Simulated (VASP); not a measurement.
# ZnS (Wurtzite-4H) (P6_3mc) in VASP: relaxation of cell and atoms with revPBE+D4

Aim: the relaxation of cell and atoms of ZnS (Wurtzite-4H) with revPBE+D4.

Program: VASP 6.6.1. These are calculated values, not measurements. Logs are shortened: lines on timing, memory, paths and dates and some standing lists are left out, and cuts for length are marked.

## (1) The structure

The structure is hexagonal, space group P6_3mc (No. 186). The conventional cell has a = 3.823 Å, b = 3.823 Å, c = 12.520 Å, α = 90.00°, β = 90.00°, γ = 120.00°. Around Zn (site symmetry 3m) lie 4 S at 2.34 to 2.35 Å. Zn (site symmetry 3m) has 4 S at 2.34 to 2.35 Å as nearest neighbours. S (site symmetry 3m) is surrounded by 4 Zn at 2.34 to 2.35 Å. Around S (site symmetry 3m) lie 4 Zn at 2.34 to 2.35 Å.

## (2) Relaxation of cell and atoms, revPBE+D4

Contents of INCAR:

```
  PREC = Accurate
  ENCUT = 600
  EDIFF = 1E-6
  ISMEAR = -1
  SIGMA = 0.05
  LREAL = F
  LASPH = T
  NELM = 80
  ALGO = Normal
  ISIF = 3
  LWAVE = F
  LCHARG = F
  GGA = RE
  IVDW = 13
  IBRION = 2
  NSW = 40
  EDIFFG = -0.02
```

Contents of KPOINTS:

```
Automatic mesh
0
Gamma
  8 8 3
```

Contents of POSCAR:

```
ZnS
1.0
    3.8227000000      0.0000000000      0.0000000000
   -1.9113500000      3.3105553110      0.0000000000
    0.0000000000      0.0000000000     12.5200000000
Zn S
4 4
Direct
    0.6666666667      0.3333333333      0.7500000000
    0.3333333333      0.6666666667      0.2500000000
    0.0000000000      0.0000000000      0.5000000000
    0.0000000000      0.0000000000      0.0000000000
    0.6666666667      0.3333333333      0.9375000000
    0.3333333333      0.6666666667      0.4375000000
    0.0000000000      0.0000000000      0.6875000000
    0.0000000000      0.0000000000      0.1875000000
```

Potentials or basis: VASP PAW PBE potentials, release 64 (Zn, S).

Command:

```sh
cat potpaw_PBE.64/Zn/POTCAR potpaw_PBE.64/S/POTCAR > POTCAR
mpirun -np 1 vasp_std > vasp.out
```

OUTCAR:

```text
PREC = Accurate
   ENCUT = 600
   EDIFF = 1E-6
   ISMEAR = -1
   LREAL = F
   LASPH = T
   NELM = 80
   ISIF = 3
   GGA = RE
   IVDW = 13
   IBRION = 2
   NSW = 40
   EDIFFG = -0.02

 ion  position               nearest neighbor table
   1  0.667  0.333  0.750-   7 2.34   7 2.34   7 2.34   5 2.35
   2  0.333  0.667  0.250-   8 2.34   8 2.34   8 2.34   6 2.35
   3  0.000  0.000  0.500-   6 2.34   6 2.34   6 2.34   7 2.35
   4  0.000  0.000  0.000-   5 2.34   5 2.34   5 2.34   8 2.35
   5  0.667  0.333  0.938-   4 2.34   4 2.34   4 2.34   1 2.35
   6  0.333  0.667  0.438-   3 2.34   3 2.34   3 2.34   2 2.35
   7  0.000  0.000  0.688-   1 2.34   1 2.34   1 2.34   3 2.35
   8  0.000  0.000  0.188-   2 2.34   2 2.34   2 2.34   4 2.35

  LATTYP: Found a hexagonal cell.
 ALAT       =     3.8227000000
 C/A-ratio  =     3.2751719988

  Lattice vectors:

 A1 = (   3.8227000000,   0.0000000000,   0.0000000000)
 A2 = (  -1.9113500000,   3.3105553110,   0.0000000000)
 A3 = (   0.0000000000,   0.0000000000,  12.5200000000)

Analysis of symmetry for initial positions (statically):
=====================================================================
 Subroutine PRICEL returns:
 Original cell was already a primitive cell.

 Routine SETGRP: Setting up the symmetry group for a
 hexagonal supercell.

 Subroutine GETGRP returns: Found 12 space group operations
 (whereof  6 operations were pure point group operations)
 out of a pool of 24 trial point group operations.

The static configuration has the point symmetry C_3v.
 The point group associated with its full space group is C_6v.

Analysis of symmetry for dynamics (positions and initial velocities):
=====================================================================
 Subroutine PRICEL returns:
 Original cell was already a primitive cell.

 Routine SETGRP: Setting up the symmetry group for a
 hexagonal supercell.

 Subroutine GETGRP returns: Found 12 space group operations
 (whereof  6 operations were pure point group operations)
 out of a pool of 24 trial point group operations.

The dynamic configuration has the point symmetry C_3v.
 The point group associated with its full space group is C_6v.

 Subroutine INISYM returns: Found 12 space group operations
 (whereof  6 operations are pure point group operations),
 and found     1 'primitive' translations

----------------------------------------------------------------------------------------

                                     Primitive cell

  volume of cell :     158.4439

  direct lattice vectors                    reciprocal lattice vectors
     3.822700000  0.000000000  0.000000000     0.261595208  0.151032064  0.000000000
    -1.911350000  3.310555311  0.000000000     0.000000000  0.302064127  0.000000000
[... 75 lines left out ...]
   number of dos      NEDOS =    301   number of ions     NIONS =      8
   total plane-waves  NPLWV = 102400
   dimension x,y,z NGX =    32 NGY =   32 NGZ =  100
   dimension x,y,z NGXF=    64 NGYF=   64 NGZF=  200
   ions per type =               4   4
   NGX,Y,Z   is equivalent  to a cutoff of  13.92, 13.92, 13.28 a.u.
   NGXF,Y,Z  is equivalent  to a cutoff of  27.83, 27.83, 26.56 a.u.
 SYSTEM =  unknown system
   PREC   = accura    normal or accurate (medium, high low for compatibility)
   ISTART =      0    job   : 0-new  1-cont  2-samecut
   ICHARG =      2    charge: 1-file 2-atom 10-const
   ISPIN  =      1    spin polarized calculation?
   LNONCOLLINEAR =      F non collinear calculations
   LSORBIT =      F    spin-orbit coupling
   LASPH  =      T    aspherical Exc in radial PAW
   ENCUT  =  600.0 eV  44.10 Ry    6.64 a.u.   7.63  7.63 25.01*2*pi/ulx,y,z
   NELM   =     80;   NELMIN=  2; NELMDL= -5     # of ELM steps
   EDIFF  = 0.1E-05   stopping-criterion for ELM
   LREAL  =      F    real-space projection
   EDIFFG = -.2E-01   stopping-criterion for IOM
   NSW    =     40    number of steps for IOM
   IBRION =      2    ionic relax: 0-MD 1-quasi-New 2-CG
   NFREE  =      1    steps in history (QN), initial steepest desc. (CG)
   ISIF   =      3    stress and relaxation
   ISYM   =      2    0-nonsym 1-usesym 2-fastsym
   POTIM  = 0.5000    time-step for ionic-motion
   TEBEG  =    0.0;   TEEND  =   0.0 temperature during run
   PSTRESS=    0.0 pullay stress
   NELECT =      72.0000    total number of electrons
   NUPDOWN=      -1.0000    fix difference up-down
   EMIN   =  10.00;   EMAX   =-10.00  energy-range for DOS
   EFERMI =   0.00;   METHOD = LEGACY
   ISMEAR =    -1;   SIGMA  =   0.05  broadening in eV -4-tet -1-fermi 0-gaus
   EFERMI_NEDOS =   21; number of points for ismear=-14 and -15
   IALGO  =     38    algorithm
   IMIX   =      4    mixing-type and parameters
     AMIX     =   0.40;   BMIX     =  1.00
     AMIX_MAG =   1.60;   BMIX_MAG =  1.00
  volume/ion in A,a.u.               =      19.81       133.65
  Fermi-wavevector in a.u.,A,eV,Ry     =   1.258618  2.378443 21.553244  1.584119
  Thomas-Fermi vector in A             =   2.392218
   LORBIT       =      0    0 simple, 1 ext, 2 COOP (PROOUT), +10 PAW based schemes
   GGA     = RE    functional components
   LHFCALC =     F    Hartree Fock is set to
   AEXX    =    0.0000 exact exchange contribution
   IVDW    =    13    specifies the selected vdW correction
   LEPSILON=     F    determine dielectric tensor
   LRPA    =     F    only Hartree local field effects (RPA)
 conjugate gradient relaxation of ions
 non-spin polarized calculation
  energy-cutoff  :      600.00
  volume of cell :      158.44
 maximum number of plane-waves:      5324
 NGX is ok and might be reduce to    32
   NGX = 15   NGY = 15   NGZ = 51

--------------------------------------- Ionic step        1  -------------------------------------------

 number of electron      72.0000036 magnetization

 Free energy of the ion-electron system (eV)
  ---------------------------------------------------
  ext. energy  EPLUGINS =         0.00000000
  ---------------------------------------------------
  free energy    TOTEN  =       -25.05330825 eV

  energy without entropy =      -25.05330825  energy(sigma->0) =      -25.05330825

------------------------ aborting loop because EDIFF is reached ----------------------------------------

  DFT-D4 for vdW energy calculation

  Edisp (eV):   -4.41365
[... 175 lines left out ...]
--------------------------------------- Ionic step        5  -------------------------------------------

 number of electron      72.0000023 magnetization

 Free energy of the ion-electron system (eV)
  ---------------------------------------------------
  ext. energy  EPLUGINS =         0.00000000
  ---------------------------------------------------
  free energy    TOTEN  =       -24.93780351 eV

  energy without entropy =      -24.93780351  energy(sigma->0) =      -24.93780351

 E-fermi :   3.4270     XC(G=0):  -9.5769

 val. band max:        2.4136201307   @ k =   0.0000   0.0000   0.0000
 cond. band min:       4.7885660559   @ k =   0.0000   0.0000   0.0000
 fundamental gap:      2.3749459252
 Fermi energy:         3.4269551233

 k-point     1 :       0.0000    0.0000    0.0000
  band No.  band energies     occupation
      1     -10.8901      2.00000
      2     -10.4583      2.00000
      3     -10.4456      2.00000
      4      -9.9266      2.00000
      5      -3.9881      2.00000
      6      -3.9818      2.00000
[... 948 lines left out ...]
  FREE ENERGIE OF THE ION-ELECTRON SYSTEM (eV)
  ---------------------------------------------------
  free  energy   TOTEN  =       -29.4942920664 eV

  energy  without entropy=      -29.4942920663  energy(sigma->0) =      -29.49429207

 reached required accuracy - stopping structural energy minimisation
```

CONTCAR:

```text
ZnS
   1.00000000000000
     3.7893685004330337    0.0000000000000000    0.0000000000000000
    -1.8946842502165169    3.2816893856300000    0.0000000000000000
     0.0000000000000000    0.0000000000000000   12.4042015638804486
  Zn              S
     4     4
Direct
     0.6666666667000030    0.3333333332999970    0.7500285861888456
     0.3333333332999970    0.6666666667000030    0.2500285861888455
     0.0000000000000000    0.0000000000000000    0.5001137605159042
     1.0000000000000000    1.0000000000000000    0.0001137605159041
     0.6666666667000030    0.3333333332999970    0.9375766357121795
     0.3333333332999970    0.6666666667000030    0.4375766357121795
     0.0000000000000000    0.0000000000000000    0.6872810175830707
     0.0000000000000000    0.0000000000000000    0.1872810175830708

  0.00000000E+00  0.00000000E+00  0.00000000E+00
  0.00000000E+00  0.00000000E+00  0.00000000E+00
  0.00000000E+00  0.00000000E+00  0.00000000E+00
  0.00000000E+00  0.00000000E+00  0.00000000E+00
  0.00000000E+00  0.00000000E+00  0.00000000E+00
  0.00000000E+00  0.00000000E+00  0.00000000E+00
  0.00000000E+00  0.00000000E+00  0.00000000E+00
  0.00000000E+00  0.00000000E+00  0.00000000E+00
```

Wall time 4.6 min (1 thread of Intel Xeon 6975P-C (Granite Rapids), shared host); peak memory 0.39 GiB.

Results:

* Free energy: -29.4943 eV
* Relaxed volume: 19.28 Å³/atom
* Relaxed cell: a = 3.789 Å, b = 3.789 Å, c = 12.404 Å, α = 90.00°, β = 90.00°, γ = 120.00°
* Space group after relaxing (to 0.05 Å): P6_3mc (No. 186)
* Energy gained by relaxing: 3.4 meV/atom
* Ionic steps: 5
* Pressure after relaxing: 0.0 GPa
* Largest force after relaxing: 0.011 eV/Å
* Band gap on the k mesh: 2.37 eV, direct
* Dispersion energy per atom: -0.570 eV

Forces on the atoms (eV/Å):
```
Zn   0.000  0.000  0.003
Zn   0.000  0.000  0.003
Zn   0.000  0.000  0.005
Zn   0.000  0.000  0.005
S    0.000  0.000  0.003
S    0.000  0.000  0.003
S    0.000  0.000 -0.011
S    0.000  0.000 -0.011
```

Step by step:
| step | energy change (eV) | largest force (eV/Å) | pressure (GPa) | volume (Å³) |
| --- | --- | --- | --- | --- |
| 1 | 0.0000 | 0.0448 | -2.01 | 158.44 |
| 2 | -0.0245 | 0.0180 | 0.68 | 152.82 |
| 3 | -0.0273 | 0.0252 | 0.01 | 154.17 |
| 4 | -0.0273 | 0.0256 | -0.04 | 154.25 |
| 5 | -0.0273 | 0.0110 | -0.04 | 154.25 |

Final structure:
```
Zn S
1.0
     3.78937    0.00000    0.00000
    -1.89468    3.28169    0.00000
     0.00000    0.00000   12.40420
Zn S
4 4
Direct
  0.66667 0.33333 0.75003
  0.33333 0.66667 0.25003
  0.00000 0.00000 0.50011
  0.00000 0.00000 0.00011
  0.66667 0.33333 0.93758
  0.33333 0.66667 0.43758
  0.00000 0.00000 0.68728
  0.00000 0.00000 0.18728
```

Caveat: the PAW data sets were made with another functional, which shifts forces and pressure a little; an odd mesh through Γ misses points on the zone boundary, where band edges often lie. revPBE gaps usually lie below the measured ones, often by a third to a half.

## (3) For comparison

An earlier run on the cell as given: functional PBE; potentials or basis VASP PAW PBE potentials, release 64 (Zn, S); cutoff 520 eV; k mesh 8 × 8 × 3; occupations fermi-dirac, width 0.05 eV; no spin polarisation.

- Pressure: 1.5 GPa
- Largest force: 0.044 eV/Å
- Band gap on the k mesh: 2.13 eV, direct
